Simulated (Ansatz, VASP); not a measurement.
Given: the input of a run of Ansatz 0.2.0 on MnO.

Contents of input.yaml:

```yaml
crystal:
  lattice:
    - [0.0, 2.208981698, 2.208981698]
    - [2.208981698, 0.0, 2.208981698]
    - [2.208981698, 2.208981698, 0.0]
  atoms:
    - { symbol: Mn, position: [0.0, 0.0, 0.0], spin: 4.0 }
    - { symbol: O, position: [0.5, 0.5, 0.5] }
kpoints:
  mp_grid: { grid: [10, 10, 10] }
scf:
  occupations: { method: fermi_dirac, width: 0.05 }
hamiltonian:
  xc: pbesol
  pseudopotentials: { kind: all_electron, lapw: { basis_error: 0.0005 } }
magnetization:
  spin_polarized: true
output:
  forces: true
  stress: true
  eigenvalues: true
```

Potentials or basis: all-electron LAPW, scalar-relativistic.

Run with:

```sh
$ ansatz run input.yaml --threads 2 --pin off --max-ram 6144MiB --backend cpu --events-out ev --progress --plain --runs-dir out
```

Problem. Set up the same calculation for VASP 6.6.1. Potentials there: VASP PAW PBE potentials, release 64 (Mn_pv, O).

Solution. As run (the cutoff follows the program's own potentials):

The input INCAR:

```
PREC     = Accurate       # precision mode
ENCUT    = 520            # plane-wave cutoff, eV
EDIFF    = 1E-7           # SCF threshold, eV
ISMEAR   = -1             # smearing method
SIGMA    = 0.05           # smearing width, eV
LREAL    = False          # projectors in reciprocal space
LASPH    = True           # aspherical terms in the spheres
NELM     = 150            # most SCF steps
ALGO     = Normal         # electronic algorithm
ISIF     = 2              # what is computed and relaxed
LWAVE    = False          # write WAVECAR
LCHARG   = False          # write CHGCAR
ISPIN    = 2              # spin polarisation
MAGMOM   = 4 0            # initial moments
LORBIT   = 11             # projections on sites
LMAXMIX  = 4              # l up to which the mixer works
GGA      = PS             # functional
NBANDS   = 20             # bands
```

Contents of KPOINTS:

```
regular mesh
0
Gamma
  10 10 10
```

Contents of POSCAR:

```
MnO
1.0
    0.0000000000      2.2089816980      2.2089816980
    2.2089816980      0.0000000000      2.2089816980
    2.2089816980      2.2089816980      0.0000000000
Mn O
1 1
Direct
    0.0000000000      0.0000000000      0.0000000000
    0.5000000000      0.5000000000      0.5000000000
```

Potentials or basis: VASP PAW PBE potentials, release 64 (Mn_pv, O).

Run with:

```console
$ cat potpaw_PBE.64/Mn_pv/POTCAR potpaw_PBE.64/O/POTCAR > POTCAR
$ mpirun -np 1 vasp_std > vasp.out
```

Both were run:

|  | VASP | Ansatz | Ansatz less VASP |
| --- | --- | --- | --- |
| gap on the k mesh at the Fermi level (eV) | none | none | - |
| pressure (GPa) | -5.5 | -5.8 | -0.31 |
| net moment per atom (μB) | 2.34 | 2.34 | -0.001 |
| size of the moment on the site where the two differ most (μB) | 0.19 | 0.22 | +0.032 |

Site moments also hang on the region over which each program counts them. A gap of «none» marks a metal or a gap that the smearing closes. Ansatz ran all-electron here, so the differences hold the error of VASP's frozen core and of both bases.

Caveats: a cell with one magnetic atom can't hold antiferromagnetic order, which such compounds often take; semilocal functionals often make such compounds metallic where correlation or magnetic order opens a gap, which also shifts bond lengths; the PAW data sets were made with another functional, which shifts forces and pressure a little (VASP).
